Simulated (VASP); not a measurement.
# SrTiO3 (Tausonite) (Pm-3m) in VASP: notebook

One crystal, SrTiO3 (Tausonite), is run at these levels: PBE+D3(BJ), PBEsol; tasks: relaxation of cell and atoms.

Everything below comes from runs of VASP 6.6.1. Logs are shortened: lines on timing, memory, paths and dates and some standing lists are left out, and cuts for length are marked.

### 1 Starting point

It takes space group Pm-3m (No. 221, cubic). Conventional cell: a = 3.905 Å, b = 3.905 Å, c = 3.905 Å, α = 90.00°, β = 90.00°, γ = 90.00°. Sr (site symmetry m-3m) is surrounded by 12 O at 2.76 Å. Ti (site symmetry m-3m) has 6 O at 1.95 Å as nearest neighbours. Around O (site symmetry 4/mmm) lie 2 Ti at 1.95 Å.

### 2 Relaxation of cell and atoms, PBE+D3(BJ)

INCAR

```
PREC = Accurate ; ENCUT = 600
EDIFF = 1E-6 ; ISMEAR = 0
SIGMA = 0.03 ; LREAL = F
LASPH = T ; NELM = 80
ALGO = Normal ; ISIF = 3
LWAVE = F ; LCHARG = F
GGA = PE ; IVDW = 12
IBRION = 2 ; NSW = 90
EDIFFG = -0.01
```

KPOINTS

```
Automatic mesh
0
Gamma
  8 8 8
```

POSCAR

```
SrTiO3
1.0
    3.9052800000      0.0000000000      0.0000000000
    0.0000000000      3.9052800000      0.0000000000
    0.0000000000      0.0000000000      3.9052800000
Sr Ti O
1 1 3
Direct
    0.5000000000      0.5000000000      0.5000000000
    0.0000000000      0.0000000000      0.0000000000
    0.5000000000      0.0000000000      0.0000000000
    0.0000000000      0.5000000000      0.0000000000
    0.0000000000      0.0000000000      0.5000000000
```

Potentials or basis: VASP PAW PBE potentials, release 64 (Sr_sv, Ti_sv, O).

The run is started by

```sh
cat potpaw_PBE.64/Sr_sv/POTCAR potpaw_PBE.64/Ti_sv/POTCAR potpaw_PBE.64/O/POTCAR > POTCAR
mpirun -np 1 vasp_std > vasp.out
```

OUTCAR:

```text
PREC = Accurate
   ENCUT = 600
   EDIFF = 1E-6
   ISMEAR = 0
   LREAL = F
   LASPH = T
   NELM = 80
   ISIF = 3
   GGA = PE
   IVDW = 12
   IBRION = 2
   NSW = 90
   EDIFFG = -0.01
 IVDW          = 12

 ion  position               nearest neighbor table
   1  0.500  0.500  0.500-   3 2.76   4 2.76   5 2.76   3 2.76   4 2.76   3 2.76   5 2.76   3 2.76
                             4 2.76   5 2.76   4 2.76   5 2.76   2 3.38   2 3.38   2 3.38   2 3.38
   2  0.000  0.000  0.000-   3 1.95   4 1.95   5 1.95   5 1.95   4 1.95   3 1.95   1 3.38   1 3.38
                             1 3.38   1 3.38   1 3.38   1 3.38   1 3.38   1 3.38
   3  0.500  0.000  0.000-   2 1.95   2 1.95   1 2.76   1 2.76   1 2.76   1 2.76
   4  0.000  0.500  0.000-   2 1.95   2 1.95   1 2.76   1 2.76   1 2.76   1 2.76
   5  0.000  0.000  0.500-   2 1.95   2 1.95   1 2.76   1 2.76   1 2.76   1 2.76

  LATTYP: Found a simple cubic cell.
 ALAT       =     3.9052800000

  Lattice vectors:

 A1 = (   3.9052800000,   0.0000000000,   0.0000000000)
 A2 = (   0.0000000000,   3.9052800000,   0.0000000000)
 A3 = (   0.0000000000,   0.0000000000,   3.9052800000)

Analysis of symmetry for initial positions (statically):
=====================================================================
 Subroutine PRICEL returns:
 Original cell was already a primitive cell.

 Routine SETGRP: Setting up the symmetry group for a
 simple cubic supercell.

 Subroutine GETGRP returns: Found 48 space group operations
 (whereof 48 operations were pure point group operations)
 out of a pool of 48 trial point group operations.

The static configuration has the point symmetry O_h .

Analysis of symmetry for dynamics (positions and initial velocities):
=====================================================================
 Subroutine PRICEL returns:
 Original cell was already a primitive cell.

 Routine SETGRP: Setting up the symmetry group for a
 simple cubic supercell.

 Subroutine GETGRP returns: Found 48 space group operations
 (whereof 48 operations were pure point group operations)
 out of a pool of 48 trial point group operations.

The dynamic configuration has the point symmetry O_h .

 Subroutine INISYM returns: Found 48 space group operations
 (whereof 48 operations are pure point group operations),
 and found     1 'primitive' translations

----------------------------------------------------------------------------------------

                                     Primitive cell

  volume of cell :      59.5603

  direct lattice vectors                    reciprocal lattice vectors
     3.905280000  0.000000000  0.000000000     0.256063586  0.000000000  0.000000000
     0.000000000  3.905280000  0.000000000     0.000000000  0.256063586  0.000000000
     0.000000000  0.000000000  3.905280000     0.000000000  0.000000000  0.256063586

[... 79 lines left out ...]
 SYSTEM =  unknown system
   PREC   = accura    normal or accurate (medium, high low for compatibility)
   ISTART =      0    job   : 0-new  1-cont  2-samecut
   ICHARG =      2    charge: 1-file 2-atom 10-const
   ISPIN  =      1    spin polarized calculation?
   LNONCOLLINEAR =      F non collinear calculations
   LSORBIT =      F    spin-orbit coupling
   LASPH  =      T    aspherical Exc in radial PAW
   ENCUT  =  600.0 eV  44.10 Ry    6.64 a.u.   7.80  7.80  7.80*2*pi/ulx,y,z
   NELM   =     80;   NELMIN=  2; NELMDL= -5     # of ELM steps
   EDIFF  = 0.1E-05   stopping-criterion for ELM
   LREAL  =      F    real-space projection
   EDIFFG = -.1E-01   stopping-criterion for IOM
   NSW    =     90    number of steps for IOM
   IBRION =      2    ionic relax: 0-MD 1-quasi-New 2-CG
   NFREE  =      1    steps in history (QN), initial steepest desc. (CG)
   ISIF   =      3    stress and relaxation
   ISYM   =      2    0-nonsym 1-usesym 2-fastsym
   POTIM  = 0.5000    time-step for ionic-motion
   TEBEG  =    0.0;   TEEND  =   0.0 temperature during run
   PSTRESS=    0.0 pullay stress
   NELECT =      40.0000    total number of electrons
   NUPDOWN=      -1.0000    fix difference up-down
   EMIN   =  10.00;   EMAX   =-10.00  energy-range for DOS
   EFERMI =   0.00;   METHOD = LEGACY
   ISMEAR =     0;   SIGMA  =   0.03  broadening in eV -4-tet -1-fermi 0-gaus
   EFERMI_NEDOS =   21; number of points for ismear=-14 and -15
   IALGO  =     38    algorithm
   IMIX   =      4    mixing-type and parameters
     AMIX     =   0.40;   BMIX     =  1.00
     AMIX_MAG =   1.60;   BMIX_MAG =  1.00
  volume/ion in A,a.u.               =      11.91        80.39
  Fermi-wavevector in a.u.,A,eV,Ry     =   1.433648  2.709203 27.964703  2.055348
  Thomas-Fermi vector in A             =   2.553143
   LORBIT       =      0    0 simple, 1 ext, 2 COOP (PROOUT), +10 PAW based schemes
   GGA     = PE    functional components
   LHFCALC =     F    Hartree Fock is set to
   AEXX    =    0.0000 exact exchange contribution
   IVDW    =    12    specifies the selected vdW correction
   LEPSILON=     F    determine dielectric tensor
   LRPA    =     F    only Hartree local field effects (RPA)
 conjugate gradient relaxation of ions
 non-spin polarized calculation
 Gauss-broadening in eV      SIGMA  =   0.03
  energy-cutoff  :      600.00
  volume of cell :       59.56
 maximum number of plane-waves:      2008
 NGX is ok and might be reduce to    32
   NGX = 15   NGY = 15   NGZ = 15

--------------------------------------- Ionic step        1  -------------------------------------------

 number of electron      39.9999979 magnetization

 Free energy of the ion-electron system (eV)
  ---------------------------------------------------
  ext. energy  EPLUGINS =         0.00000000
  ---------------------------------------------------
  free energy    TOTEN  =       -40.08373149 eV

  energy without entropy =      -40.08373149  energy(sigma->0) =      -40.08373149

------------------------ aborting loop because EDIFF is reached ----------------------------------------

 Edisp (eV)   -1.32719

 E8    (eV) :    -0.5814
[... 77 lines left out ...]
--------------------------------------- Ionic step        3  -------------------------------------------

 number of electron      39.9999977 magnetization

 Free energy of the ion-electron system (eV)
  ---------------------------------------------------
  ext. energy  EPLUGINS =         0.00000000
  ---------------------------------------------------
  free energy    TOTEN  =       -40.09332043 eV

  energy without entropy =      -40.09332043  energy(sigma->0) =      -40.09332043

 E-fermi :   4.4235     XC(G=0): -11.2369

 val. band max:        4.1113187344   @ k =   0.5000   0.5000   0.5000
 cond. band min:       5.9565890584   @ k =   0.0000   0.0000   0.0000
 fundamental gap:      1.8452703239
 Fermi energy:         4.4234974840

 k-point     1 :       0.0000    0.0000    0.0000
  band No.  band energies     occupation
      1     -52.3787      2.00000
      2     -28.6970      2.00000
      3     -28.6211      2.00000
      4     -28.6211      2.00000
      5     -28.6211      2.00000
      6     -13.2936      2.00000
[... 637 lines left out ...]
     23       8.2250      0.00000
     24       9.8101      0.00000

 [... further k-points ...]

------------------------ aborting loop because EDIFF is reached ----------------------------------------

 Edisp (eV)   -1.31883

 E8    (eV) :    -0.5777
[... 28 lines left out ...]
  FREE ENERGIE OF THE ION-ELECTRON SYSTEM (eV)
  ---------------------------------------------------
  free  energy   TOTEN  =       -41.4121498695 eV

  energy  without entropy=      -41.4121498695  energy(sigma->0) =      -41.41214987

 reached required accuracy - stopping structural energy minimisation
```

CONTCAR:

```text
SrTiO3
   1.00000000000000
     3.9133221018395656   -0.0000000000000000   -0.0000000000000000
    -0.0000000000000000    3.9133221018395656   -0.0000000000000000
     0.0000000000000000    0.0000000000000000    3.9133221018395656
  Sr              Ti              O
     1     1     3
Direct
     0.5000000000000000    0.5000000000000000    0.5000000000000000
     0.0000000000000000    0.0000000000000000    0.0000000000000000
     0.5000000000000000    0.0000000000000000    0.0000000000000000
     0.0000000000000000    0.5000000000000000    0.0000000000000000
     0.0000000000000000    0.0000000000000000    0.5000000000000000

  0.00000000E+00  0.00000000E+00  0.00000000E+00
  0.00000000E+00  0.00000000E+00  0.00000000E+00
  0.00000000E+00  0.00000000E+00  0.00000000E+00
  0.00000000E+00  0.00000000E+00  0.00000000E+00
  0.00000000E+00  0.00000000E+00  0.00000000E+00
```

It took 52 s on 1 thread of Intel Xeon 6975P-C (Granite Rapids), shared host; peak memory 0.23 GiB.

What came out:

```yaml
Free_energy: -41.4121 eV
Relaxed_volume: 11.99 Å³/atom
Relaxed_cell: a = 3.913 Å, b = 3.913 Å, c = 3.913 Å, α = 90.00°, β = 90.00°, γ = 90.00°
Space_group_after_relaxing_to_0.05_Å: Pm-3m (No. 221)
Energy_gained_by_relaxing: 0.2 meV/atom
Ionic_steps: 3
Pressure_after_relaxing: 0.0 GPa
Band_gap_on_the_k_mesh: 1.85 eV, indirect (least direct gap 2.20 eV)
Dispersion_energy_per_atom: -0.264 eV
```

The path:
| step | energy change (eV) | largest force (eV/Å) | pressure (GPa) | volume (Å³) |
| --- | --- | --- | --- | --- |
| 1 | 0.0000 | 0.0000 | 1.03 | 59.56 |
| 2 | -0.0004 | 0.0000 | -0.86 | 60.23 |
| 3 | -0.0012 | 0.0000 | -0.02 | 59.93 |

Final structure:
```
Sr Ti O
1.0
     3.91332    0.00000    0.00000
     0.00000    3.91332    0.00000
     0.00000    0.00000    3.91332
Sr Ti O
1 1 3
Direct
  0.50000 0.50000 0.50000
  0.00000 0.00000 0.00000
  0.50000 0.00000 0.00000
  0.00000 0.50000 0.00000
  0.00000 0.00000 0.50000
```

Levels at points of the mesh, in eV from the valence-band top:
| k point | band 18 | band 19 | band 20 | band 21 | band 22 | band 23 |
| --- | --- | --- | --- | --- | --- | --- |
| (0.00, 0.00, 0.00) | -0.36 | -0.36 | -0.36 | 1.85 | 1.85 | 1.85 |
| (0.50, 0.00, 0.00) | -1.97 | -0.73 | -0.73 | 2.01 | 3.75 | 3.75 |
| (0.50, 0.50, 0.00) | -1.56 | -1.56 | -0.09 | 3.75 | 3.75 | 4.21 |
| (0.50, 0.50, 0.50) | 0.00 | 0.00 | 0.00 | 4.42 | 4.42 | 4.42 |

(Continued in part 2 of 2.)
